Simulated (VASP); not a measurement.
# Re (Cmce) in VASP: relaxation of cell and atoms with r2SCAN

Aim: the relaxation of cell and atoms of Re with r2SCAN.

All numbers are computed with VASP 6.6.1; they aren't measurements. Logs are shortened: lines on timing, memory, paths and dates and some standing lists are left out, and cuts for length are marked.

**1. Starting point**

It takes space group Cmce (No. 64, orthorhombic). The conventional cell has a = 5.187 Å, b = 3.428 Å, c = 6.992 Å, α = 90.00°, β = 90.00°, γ = 90.00°. Re (site symmetry m) is surrounded by 1 Re at 1.93 Å.

The cell was built by a generator and needn't be a form met in nature.

**2. Relaxation of cell and atoms, r2SCAN**

Input file POSCAR:

```
Re
1.0
    2.5932858359     -1.7139635538      0.0000000000
    2.5932858359      1.7139635538      0.0000000000
    0.0000000000      0.0000000000      6.9916844866
Re
4
Direct
    0.8500000000      0.1500000000      0.1170000000
    0.6500000000      0.3500000000      0.6170000000
    0.1500000000      0.8500000000      0.8830000000
    0.3500000000      0.6500000000      0.3830000000
```

Input file INCAR.step1:

```
SYSTEM = Re
ALGO = Normal
EDIFF = 1E-4
ENCUT = 600
GGA = PE
ISMEAR = 0
LASPH = .True.
LCHARG = .False.
LREAL = .False.
LWAVE = .True.
NELM = 100
PREC = Accurate
SIGMA = 0.1
```

Input file INCAR.step2:

```
SYSTEM = Re
ALGO = Normal
EDIFF = 1E-7
EDIFFG = -0.04
ENCUT = 600
IBRION = 2
ISIF = 3
ISMEAR = 0
ISTART = 1
LASPH = .True.
LCHARG = .False.
LMIXTAU = .True.
LREAL = .False.
LWAVE = .False.
METAGGA = R2SCAN
NELM = 100
NSW = 90
PREC = Accurate
SIGMA = 0.1
```

Input file KPOINTS:

```
k-points
0
Gamma
  6 6 4
  0 0 0
```

Potentials or basis: VASP PAW PBE potentials, release 64 (Re).

Run with:

```console
cat potpaw_PBE.64/Re/POTCAR > POTCAR
cp INCAR.step1 INCAR
mpirun -np 1 vasp_std > vasp.out
cp INCAR.step2 INCAR
mpirun -np 1 vasp_std > vasp.out
```

OUTCAR:

```text
SYSTEM = Re
   EDIFF = 1E-7
   EDIFFG = -0.04
   ENCUT = 600
   IBRION = 2
   ISIF = 3
   ISMEAR = 0
   ISTART = 1
   LASPH = .True.
   LREAL = .False.
   METAGGA = R2SCAN
   NELM = 100
   NSW = 90
   PREC = Accurate

 ion  position               nearest neighbor table
   1  0.850  0.150  0.117-   3 1.93   4 2.53   4 2.53   3 2.90   3 3.14   3 3.14   4 3.19   4 3.19

   2  0.650  0.350  0.617-   4 1.93   3 2.53   3 2.53   4 2.90   4 3.14   4 3.14   3 3.19   3 3.19

   3  0.150  0.850  0.883-   1 1.93   2 2.53   2 2.53   1 2.90   1 3.14   1 3.14   2 3.19   2 3.19

   4  0.350  0.650  0.383-   2 1.93   1 2.53   1 2.53   2 2.90   2 3.14   2 3.14   1 3.19   1 3.19

  LATTYP: Found a base centered orthorhombic cell.
 ALAT       =     3.4279271076
 B/A-ratio  =     1.5130344109
 C/A-ratio  =     2.0396246090

  Lattice vectors:

 A1 = (  -2.5932858359,  -1.7139635538,   0.0000000000)
 A2 = (   2.5932858359,  -1.7139635538,   0.0000000000)
 A3 = (   0.0000000000,   0.0000000000,   6.9916844866)

Analysis of symmetry for initial positions (statically):
=====================================================================
 Subroutine PRICEL returns:
 Original cell was already a primitive cell.

 Routine SETGRP: Setting up the symmetry group for a
 base centered orthorhombic supercell.

 Subroutine GETGRP returns: Found  8 space group operations
 (whereof  4 operations were pure point group operations)
 out of a pool of  8 trial point group operations.

The static configuration has the point symmetry C_2h.
 The point group associated with its full space group is D_2h.

Analysis of symmetry for dynamics (positions and initial velocities):
=====================================================================
 Subroutine PRICEL returns:
 Original cell was already a primitive cell.

 Routine SETGRP: Setting up the symmetry group for a
 base centered orthorhombic supercell.

 Subroutine GETGRP returns: Found  8 space group operations
 (whereof  4 operations were pure point group operations)
 out of a pool of  8 trial point group operations.

The dynamic configuration has the point symmetry C_2h.
 The point group associated with its full space group is D_2h.

 Subroutine INISYM returns: Found  8 space group operations
 (whereof  4 operations are pure point group operations),
 and found     1 'primitive' translations

----------------------------------------------------------------------------------------

                                     Primitive cell

  volume of cell :      62.1532

  direct lattice vectors                    reciprocal lattice vectors
     2.593285836 -1.713963554  0.000000000     0.192805588 -0.291721489  0.000000000
     2.593285836  1.713963554  0.000000000     0.192805588  0.291721489  0.000000000
     0.000000000  0.000000000  6.991684487     0.000000000  0.000000000  0.143027049

  length of vectors
     3.108504864  3.108504864  6.991684487     0.349679027  0.349679027  0.143027049

  position of ions in fractional coordinates (direct lattice)
     0.850000000  0.150000000  0.117000000
     0.650000000  0.350000000  0.617000000
     0.150000000  0.850000000  0.883000000
     0.350000000  0.650000000  0.383000000

  ion indices of the primitive-cell ions
   primitive index   ion index
                 1           1
                 2           2
                 3           3
                 4           4

----------------------------------------------------------------------------------------

 KPOINTS: k-points

Automatic generation of k-mesh.
 Grid dimensions read from file:
 generate k-points for:    6    6    4

 Generating k-lattice:

  Cartesian coordinates                     Fractional coordinates (reciprocal lattice)
     0.032134265 -0.048620248  0.000000000     0.166666667 -0.000000000  0.000000000
     0.032134265  0.048620248  0.000000000    -0.000000000  0.166666667  0.000000000
     0.000000000  0.000000000  0.035756762     0.000000000  0.000000000  0.250000000

  Length of vectors
     0.058279838  0.058279838  0.035756762

  Shift w.r.t. Gamma in fractional coordinates (k-lattice)
     0.000000000  0.000000000  0.000000000

 Subroutine IBZKPT returns following result:
 ===========================================

 Found     39 irreducible k-points:

 Following reciprocal coordinates:
            Coordinates               Weight
  0.000000  0.000000  0.000000      1.000000
  0.166667  0.000000  0.000000      4.000000
  0.333333  0.000000  0.000000      4.000000
  0.500000  0.000000  0.000000      2.000000
  0.166667  0.166667  0.000000      2.000000
  0.333333  0.166667  0.000000      4.000000
[... 16 lines left out ...]
  0.333333  0.333333  0.250000      4.000000
  0.500000  0.333333  0.250000      8.000000
 [... further k-points ...]
   k-points           NKPTS =     39   k-points in BZ     NKDIM =     39   number of bands    NBANDS=     18
   number of dos      NEDOS =    301   number of ions     NIONS =      4
   total plane-waves  NPLWV =  43904
   dimension x,y,z NGX =    28 NGY =   28 NGZ =   56
   dimension x,y,z NGXF=    56 NGYF=   56 NGZF=  112
   ions per type =               4
   NGX,Y,Z   is equivalent  to a cutoff of  14.97, 14.97, 13.32 a.u.
   NGXF,Y,Z  is equivalent  to a cutoff of  29.95, 29.95, 26.63 a.u.
 SYSTEM =  Re
   PREC   = accura    normal or accurate (medium, high low for compatibility)
   ISTART =      1    job   : 0-new  1-cont  2-samecut
   ICHARG =      0    charge: 1-file 2-atom 10-const
   ISPIN  =      1    spin polarized calculation?
   LNONCOLLINEAR =      F non collinear calculations
   LSORBIT =      F    spin-orbit coupling
   LASPH  =      T    aspherical Exc in radial PAW
   ENCUT  =  600.0 eV  44.10 Ry    6.64 a.u.   6.21  6.21 13.96*2*pi/ulx,y,z
   NELM   =    100;   NELMIN=  2; NELMDL=  0     # of ELM steps
   EDIFF  = 0.1E-06   stopping-criterion for ELM
   LREAL  =      F    real-space projection
   EDIFFG = -.4E-01   stopping-criterion for IOM
   NSW    =     90    number of steps for IOM
   IBRION =      2    ionic relax: 0-MD 1-quasi-New 2-CG
   NFREE  =      1    steps in history (QN), initial steepest desc. (CG)
   ISIF   =      3    stress and relaxation
   ISYM   =      2    0-nonsym 1-usesym 2-fastsym
   POTIM  = 0.5000    time-step for ionic-motion
   TEBEG  =    0.0;   TEEND  =   0.0 temperature during run
   PSTRESS=    0.0 pullay stress
   NELECT =      28.0000    total number of electrons
   NUPDOWN=      -1.0000    fix difference up-down
   EMIN   =  10.00;   EMAX   =-10.00  energy-range for DOS
   EFERMI =   0.00;   METHOD = LEGACY
   ISMEAR =     0;   SIGMA  =   0.10  broadening in eV -4-tet -1-fermi 0-gaus
   EFERMI_NEDOS =   21; number of points for ismear=-14 and -15
   IALGO  =     38    algorithm
   IMIX   =      4    mixing-type and parameters
     AMIX     =   0.40;   BMIX     =  1.00
     AMIX_MAG =   1.60;   BMIX_MAG =  1.00
  volume/ion in A,a.u.               =      15.54       104.86
  Fermi-wavevector in a.u.,A,eV,Ry     =   1.254988  2.371583 21.429107  1.574995
  Thomas-Fermi vector in A             =   2.388766
   LORBIT       =      0    0 simple, 1 ext, 2 COOP (PROOUT), +10 PAW based schemes
   METAGGA = R2SCAN    functional components
   LHFCALC =     F    Hartree Fock is set to
   AEXX    =    0.0000 exact exchange contribution
   IVDW    =     0    specifies the selected vdW correction
   LEPSILON=     F    determine dielectric tensor
   LRPA    =     F    only Hartree local field effects (RPA)
 conjugate gradient relaxation of ions
 non-spin polarized calculation
 Gauss-broadening in eV      SIGMA  =   0.10
  energy-cutoff  :      600.00
  volume of cell :       62.15
 maximum number of plane-waves:      2090
 NGX is ok and might be reduce to    28
   NGX = 13   NGY = 13   NGZ = 27

--------------------------------------- Ionic step        1  -------------------------------------------

 number of electron      27.9999999 magnetization

 Free energy of the ion-electron system (eV)
  ---------------------------------------------------
  ext. energy  EPLUGINS =         0.00000000
  ---------------------------------------------------
  free energy    TOTEN  =      -200.62542364 eV

  energy without entropy =     -200.61238636  energy(sigma->0) =     -200.61890500

------------------------ aborting loop because EDIFF is reached ----------------------------------------

  FORCE on cell =-STRESS in cart. coord.  units (eV):
  Direction    XX          YY          ZZ          XY          YZ          ZX
  --------------------------------------------------------------------------------------
  -------------------------------------------------------------------------------------
  Total      -11.9139252     20.1940492     38.9072179      0.0000000      0.0000000      0.0000000
  in kB     -307.1154496    520.5592926   1002.9446632      0.0000000      0.0000000      0.0000000
  external PRESSURE =     405.4628354 kB  Pullay stress =       0.0000000 kB
[... 63 lines left out ...]
--------------------------------------- Ionic step        3  -------------------------------------------

 number of electron      28.0000002 magnetization

 E-fermi :   3.5304     XC(G=0): -12.2351

 val. band max:        3.5253585963   @ k =   0.3333   0.0000   0.0000
 cond. band min:       3.5404742023   @ k =   0.5000   0.5000   0.2500
 fundamental gap:      0.0151156059
 Fermi energy:         3.5304089151

 k-point     1 :       0.0000    0.0000    0.0000
  band No.  band energies     occupation
      1      -4.2485      2.00000
      2      -3.1064      2.00000
      3      -1.2958      2.00000
      4      -0.8813      2.00000
      5      -0.4518      2.00000
      6      -0.2733      2.00000
[... 526 lines left out ...]
  FREE ENERGIE OF THE ION-ELECTRON SYSTEM (eV)
  ---------------------------------------------------
  free  energy   TOTEN  =      -201.9702136403 eV

  energy  without entropy=     -201.9288102577  energy(sigma->0) =     -201.94951195

[... ionic steps 4 to 23 ...]

--------------------------------------- Ionic step       24  -------------------------------------------

 number of electron      28.0000001 magnetization

------------------------ aborting loop because EDIFF is reached ----------------------------------------
[... 71 lines left out ...]
--------------------------------------- Ionic step       26  -------------------------------------------

 number of electron      28.0000001 magnetization

 Free energy of the ion-electron system (eV)
  ---------------------------------------------------
  ext. energy  EPLUGINS =         0.00000000
  ---------------------------------------------------
  free energy    TOTEN  =      -209.61705760 eV

  energy without entropy =     -209.60012769  energy(sigma->0) =     -209.60859265

 E-fermi :   7.9304     XC(G=0): -14.9744

 val. band max:        7.9017886879   @ k =   0.3333   0.1667   0.5000
 cond. band min:       7.9651512936   @ k =  -0.1667   0.1667   0.2500
 fundamental gap:      0.0633626057
 Fermi energy:         7.9304487939

 k-point     1 :       0.0000    0.0000    0.0000
  band No.  band energies     occupation
      1      -2.6766      2.00000
      2       0.5345      2.00000
      3       0.5347      2.00000
      4       0.8461      2.00000
      5       1.6958      2.00000
      6       3.4415      2.00000
[... 526 lines left out ...]
  FREE ENERGIE OF THE ION-ELECTRON SYSTEM (eV)
  ---------------------------------------------------
  free  energy   TOTEN  =      -209.6170576030 eV

  energy  without entropy=     -209.6001276929  energy(sigma->0) =     -209.60859265

 reached required accuracy - stopping structural energy minimisation
```

It took 44 min on 1 thread of Intel Xeon 6975P-C (Granite Rapids), shared host; peak memory 0.26 GiB.

What came out:

```yaml
Free_energy: -209.6171 eV
Relaxed_volume: 14.75 Å³/atom
Relaxed_cell: a = 2.751 Å, b = 2.751 Å, c = 7.800 Å, α = 90.00°, β = 90.00°, γ = 90.07°
Space_group_after_relaxing_to_0.05_Å: Fm-3m (No. 225)
Energy_gained_by_relaxing: 2247.9 meV/atom
Ionic_steps: 26
Pressure_after_relaxing: -0.1 GPa
Largest_force_after_relaxing: 0.009 eV/Å
Band_gap_on_the_k_mesh: none (metal or under the smearing width)
```

Forces in eV/Å, atoms in the order of the input:
```
Re   0.000  0.009  0.002
Re   0.000 -0.009  0.002
Re   0.000 -0.009 -0.002
Re   0.000  0.009 -0.002
```

Step by step:
| step | energy change (eV) | largest force (eV/Å) | pressure (GPa) | volume (Å³) |
| --- | --- | --- | --- | --- |
| 1 | 0.0000 | 9.6468 | 40.55 | 62.15 |
| 2 | -0.0526 | 3.8120 | -44.39 | 97.24 |
| 3 | -1.3448 | 2.8400 | -47.43 | 90.15 |
| 4 | -2.7898 | 1.7658 | -47.99 | 83.91 |
| 5 | -4.9735 | 0.6308 | -34.52 | 73.05 |
| 6 | -4.9311 | 1.1433 | -18.60 | 68.82 |
| 7 | -5.0653 | 0.6857 | -27.94 | 71.02 |
| 8 | -3.9140 | 8.8962 | 112.17 | 51.10 |
| 9 | -7.1219 | 2.3448 | 7.13 | 61.10 |
| 10 | -7.1352 | 2.5388 | 10.01 | 60.63 |
| 11 | -8.3884 | 1.6974 | 6.63 | 59.01 |
| 12 | -8.3777 | 1.5938 | 7.76 | 58.76 |
| 13 | -8.4036 | 0.4768 | -22.52 | 63.53 |
| 14 | -8.5649 | 0.6802 | -9.44 | 61.10 |
| 15 | -8.7854 | 0.8527 | 5.16 | 58.54 |
| 16 | -8.7873 | 0.7966 | 3.75 | 58.75 |
| 17 | -8.8678 | 0.7924 | -1.25 | 59.40 |
| 18 | -8.8679 | 0.7917 | -1.04 | 59.37 |
| 19 | -8.9534 | 0.3787 | -0.07 | 59.09 |
| 20 | -8.9757 | 0.1854 | 1.06 | 58.86 |
| 21 | -8.9759 | 0.1844 | 1.14 | 58.84 |
| 22 | -8.9852 | 0.0734 | -2.95 | 59.46 |
| 23 | -8.9858 | 0.0928 | -2.17 | 59.34 |
| 24 | -8.9909 | 0.0062 | 0.94 | 58.86 |
| 25 | -8.9914 | 0.0211 | 0.25 | 58.97 |
| 26 | -8.9916 | 0.0095 | -0.07 | 59.02 |

Final structure:
```cif
data_structure
_symmetry_space_group_name_H-M 'P 1'
_symmetry_Int_Tables_number 1
_cell_length_a 2.7507
_cell_length_b 2.7507
_cell_length_c 7.8000
_cell_angle_alpha 90.000
_cell_angle_beta 90.000
_cell_angle_gamma 90.070
_cell_volume 59.02
loop_
_atom_site_label
_atom_site_type_symbol
_atom_site_fract_x
_atom_site_fract_y
_atom_site_fract_z
_atom_site_occupancy
Re1 Re 0.75036 0.24964 0.12499 1
Re2 Re 0.74964 0.25036 0.62499 1
Re3 Re 0.24964 0.75036 0.87501 1
Re4 Re 0.25036 0.74964 0.37501 1
```

Caveat: the k mesh is coarse (spacing up to 0.37 Å⁻¹), so the values aren't converged; the PAW data sets were made with another functional, which shifts forces and pressure a little. The run has no spin-orbit coupling, so splittings on Re are missing.
